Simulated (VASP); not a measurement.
Here is a VASP 6.6.1 calculation.

File INCAR:

```
SYSTEM = CdS
PREC = Accurate ; ENCUT = 600
EDIFF = 1E-7 ; ISMEAR = 0
SIGMA = 0.02 ; LREAL = .False.
LASPH = .True. ; NELM = 60
ALGO = Normal ; ISIF = 3
LWAVE = .False. ; LCHARG = .False.
GGA = PS ; IBRION = 2
NSW = 90 ; EDIFFG = -0.005
```

The input KPOINTS:

```
Automatic mesh
0
Gamma
  8 8 8
  0 0 0
```

Contents of POSCAR:

```
CdS
1.0
    0.0000000000      2.9429534600      2.9429534600
    2.9429534600      0.0000000000      2.9429534600
    2.9429534600      2.9429534600      0.0000000000
Cd S
1 1
Direct
    0.0000000000      0.0000000000      0.0000000000
    0.7500000000      0.7500000000      0.7500000000
```

Potentials or basis: VASP PAW PBE potentials, release 64 (Cd, S).

The run is started by

```console
$ cat potpaw_PBE.64/Cd/POTCAR potpaw_PBE.64/S/POTCAR > POTCAR
$ mpirun -np 1 vasp_std > vasp.out
```

Question: Estimate the relaxed volume.

Answer: 24.84 Å³/atom.

Question: Predict the relaxed cell.

Answer: a = 4.126 Å, b = 4.126 Å, c = 4.126 Å, α = 60.00°, β = 60.00°, γ = 60.00°.

Question: Estimate the space group after relaxing (to 0.05 Å).

Answer: F-43m (No. 216).

Question: Estimate the band gap on the k mesh.

Answer: 1.01 eV, direct.

The path:
| step | energy change (eV) | largest force (eV/Å) | pressure (GPa) | volume (Å³) |
| --- | --- | --- | --- | --- |
| 1 | 0.0000 | 0.0000 | -1.49 | 50.98 |
| 2 | -0.0054 | 0.0000 | 0.55 | 49.25 |
| 3 | -0.0062 | 0.0000 | -0.02 | 49.68 |

Caveat: the PAW data sets were made with another functional, which shifts forces and pressure a little. PBEsol gaps usually lie below the measured ones, often by a third to a half.
